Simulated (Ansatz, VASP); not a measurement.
**ZnS (Wurtzite-6H): VASP beside Ansatz**

INCAR

```
SYSTEM = ZnS
PREC     = Accurate       ! precision mode
ENCUT    = 520            ! plane-wave cutoff, eV
EDIFF    = 1E-7           ! SCF threshold, eV
ISMEAR   = 0              ! smearing method
SIGMA    = 0.014          ! smearing width, eV
LREAL    = .False.        ! projectors in reciprocal space
LASPH    = .True.         ! aspherical terms in the spheres
NELM     = 100            ! most SCF steps
ALGO     = Normal         ! electronic algorithm
ISIF     = 2              ! what is computed and relaxed
LWAVE    = .False.        ! write WAVECAR
LCHARG   = .False.        ! write CHGCAR
GGA      = PE             ! functional
NBANDS   = 66             ! bands
```

Contents of KPOINTS:

```
regular mesh
0
Gamma
  8 8 2
  0 0 0
```

The input POSCAR:

```
ZnS
1.0
    3.8120000000      0.0000000000      0.0000000000
   -1.9060000000      3.3012888392      0.0000000000
    0.0000000000      0.0000000000     18.6899900000
Zn S
6 6
Direct
    0.3333333333      0.6666666667      0.8333300000
    0.6666666667      0.3333333333      0.3333300000
    0.6666666667      0.3333333333      0.6666700000
    0.3333333333      0.6666666667      0.1666700000
    0.0000000000      0.0000000000      0.5000000000
    0.0000000000      0.0000000000      0.0000000000
    0.3333333333      0.6666666667      0.9583300000
    0.6666666667      0.3333333333      0.4583300000
    0.6666666667      0.3333333333      0.7916700000
    0.3333333333      0.6666666667      0.2916700000
    0.0000000000      0.0000000000      0.6250000000
    0.0000000000      0.0000000000      0.1250000000
```

The input input.yaml:

```yaml
crystal:
  lattice:
    - [3.812, 0.0, 0.0]
    - [-1.906, 3.3012888392, 0.0]
    - [0.0, 0.0, 18.68999]
  atoms:
    - { symbol: Zn, position: [0.3333333333, 0.6666666667, 0.83333] }
    - { symbol: Zn, position: [0.6666666667, 0.3333333333, 0.33333] }
    - { symbol: Zn, position: [0.6666666667, 0.3333333333, 0.66667] }
    - { symbol: Zn, position: [0.3333333333, 0.6666666667, 0.16667] }
    - { symbol: Zn, position: [0.0, 0.0, 0.5] }
    - { symbol: Zn, position: [0.0, 0.0, 0.0] }
    - { symbol: S, position: [0.3333333333, 0.6666666667, 0.95833] }
    - { symbol: S, position: [0.6666666667, 0.3333333333, 0.45833] }
    - { symbol: S, position: [0.6666666667, 0.3333333333, 0.79167] }
    - { symbol: S, position: [0.3333333333, 0.6666666667, 0.29167] }
    - { symbol: S, position: [0.0, 0.0, 0.625] }
    - { symbol: S, position: [0.0, 0.0, 0.125] }
hamiltonian:
  xc: pbe
  pseudopotentials: { kind: paw }
kpoints:
  mp_grid: { grid: [8, 8, 2] }
scf:
  occupations: { method: gaussian, width: 0.014 }
output:
  forces: true
  stress: true
  eigenvalues: true
```

Alike in both runs: task single point; functional PBE; k mesh 8 × 8 × 2; occupations gaussian, width 0.014 eV; no spin polarisation.

|  | VASP | Ansatz |
| --- | --- | --- |
| version | VASP 6.6.1 | Ansatz 0.2.0 |
| potentials or method | VASP PAW PBE potentials, release 64 (Zn, S) | Ansatz PAW |
| plane-wave cutoff (eV) | 520 | 420 |
| valence electrons in the cell | 108 | 108 |

```tsv
	VASP	Ansatz	Ansatz less VASP
gap on the k mesh at the Fermi level (eV)	2.17	2.16	-0.005
least direct gap on the mesh (eV)	2.17	2.16	-0.005
pressure (GPa)	2.3	2.1	-0.16
rms of the force components (eV/Å)	0.010	0.010	-0.0002
```

Atom by atom the forces differ by 0.001 eV/Å (rms over components). With one functional, cell and mesh, what is left measures potentials, basis and numerics.

A k mesh can miss the band edges.
